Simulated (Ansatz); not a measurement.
**I: from a trial structure to a relaxed crystal**

Level of theory: Ansatz 0.2.0, DFT PBE, scalar-relativistic, plane waves, PAW. Cutoff 420 eV, Γ-centred k mesh, Gaussian smearing, no spin polarisation in the final step.

I was placed on the hcp structure type (P6_3/mmc, No. 194), at a guessed volume.

```xyz
2
Lattice="4.1124 0.0000 0.0000 -2.0562 3.5614 0.0000 0.0000 0.0000 6.6747" Properties=species:S:1:pos:R:3 pbc="T T T"
I     0.0000    2.3743    1.6687
I     2.0562    1.1871    5.0060
```

Cell and atoms relax at zero pressure; the relaxation can't lower the symmetry of the start.

Energies count from the standard state of I at the same level.

Q: Describe the relaxed structure.

A: It keeps P6_3/mmc (No. 194), but not the shape of the type it started on. Conventional cell: a = 4.283 Å, c = 4.881 Å. Around I lie 6 I at 3.47 Å.

Space group P6_3/mmc (No. 194). a = 4.283 Å, b = 4.283 Å, c = 4.881 Å, α = 90.00°, β = 90.00°, γ = 120.00°
```tsv
atom	site	symmetry	x	y	z
I	2c	-6m2	0.3333	0.6667	0.2500
```

Q: What are its volume, energy, density and gap?

A: The volume per atom is 38.77 Å³. The density is 5.44 g/cm³ and the energy over the standard structure is 0.37 eV/atom. The gap on the 15×15×12 mesh is 0 eV (a metal).

The final run used a 15×15×12 mesh on its 2-atom cell and 0.10 eV smearing. The k mesh leaves about 4 meV/atom of noise in metals. Spin–orbit coupling is left out. A structure relaxed within its symmetry needn't be a true minimum.